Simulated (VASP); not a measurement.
SiRu3, 4 atoms in the cell. It takes space group P4/mmm (No. 123, tetragonal). The conventional cell has a = 2.825 Å, b = 2.825 Å, c = 6.649 Å, α = 90.00°, β = 90.00°, γ = 90.00°. Around Si (site symmetry 4/mmm) lie 8 Ru at 2.48 Å and 4 Si at 2.83 Å. Ru (site symmetry 4mm) has 4 Si at 2.48 Å and 8 Ru at 2.73 to 2.83 Å as nearest neighbours. Around Ru (site symmetry 4/mmm) lie 12 Ru at 2.73 to 2.83 Å. The cell was built by a generator and needn't be a form met in nature.

* Program: VASP 6.6.1
* Task: single point
* Functional: PBE
* Potentials or basis: VASP PAW PBE potentials, release 64 (Si, Ru_pv)
* Cutoff: 520 eV
* k mesh: 12 × 12 × 6
* Occupations: gaussian, width 0.1 eV
* Spin: no spin polarisation
* Dipole correction: no
* Further INCAR settings: ALGO = Fast; EDIFF = 1e-06; NBANDS = 31

Potentials or basis: VASP PAW PBE potentials, release 64 (Si, Ru_pv).

Run with:

```bash
$ cat potpaw_PBE.64/Si/POTCAR potpaw_PBE.64/Ru_pv/POTCAR > POTCAR
$ mpirun -np 1 vasp_std > vasp.out
```

Hardware: 1 thread of Intel(R) Xeon(R) 6975P-C (Granite Rapids), on a shared host.

How long does it take, and how much memory?

Wall time 70 s on 1 thread of Intel(R) Xeon(R) 6975P-C (Granite Rapids), with other jobs on the host, peak memory 0.27 GiB. Counts: scf iterations 15, k points 112.
